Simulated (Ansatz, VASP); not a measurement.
**Two plane-wave programs on NiO2**

```xyz
3
Lattice="2.8941 0.0000 0.0000 -1.4470 2.5063 0.0000 0.0000 0.0000 3.8332" Properties=species:S:1:pos:R:3 pbc="T T T"
Ni    0.0000    0.0000    1.9166
O     1.4470    0.8354    2.6179
O     0.0000    1.6709    1.2153
```

Alike in both runs: task single point; functional LDA; k mesh 12 × 12 × 6; occupations gaussian, width 0.05 eV; no spin polarisation.

|  | VASP | Ansatz |
| --- | --- | --- |
| version | VASP 6.6.1 | Ansatz 0.2.0 |
| potentials or method | VASP PAW LDA potentials, release 64 (Ni, O) | scalar-relativistic, plane waves, PAW |
| plane-wave cutoff (eV) | 520 | 520 |
| valence electrons in the cell | 22 | 30 |

Ansatz gave:

| Quantity | Value |
| --- | --- |
| gap on the k mesh at the Fermi level (eV) | 0.42 |
| least direct gap on the mesh (eV) | 0.70 |
| pressure (GPa) | 13.3 |
| largest component of the traceless stress (GPa) | 9.85 |
| rms of the force components (eV/Å) | 1.373 |

Question: Which values does VASP return?

Answer: gap on the k mesh at the Fermi level (eV): 0.39; least direct gap on the mesh (eV): 0.65; pressure (GPa): 14.5; largest component of the traceless stress (GPa): 8.55; rms of the force components (eV/Å): 1.392.

Atom by atom the forces differ by 0.018 eV/Å (rms over components). The two sets of potentials don't hold the same shells in valence.

Caveats: forces of over 1 eV/Å show positions far from the minimum, so gaps and moduli don't describe the material at rest. Spin polarisation is off, so any magnetic state and its effect on volume and gap are missing.
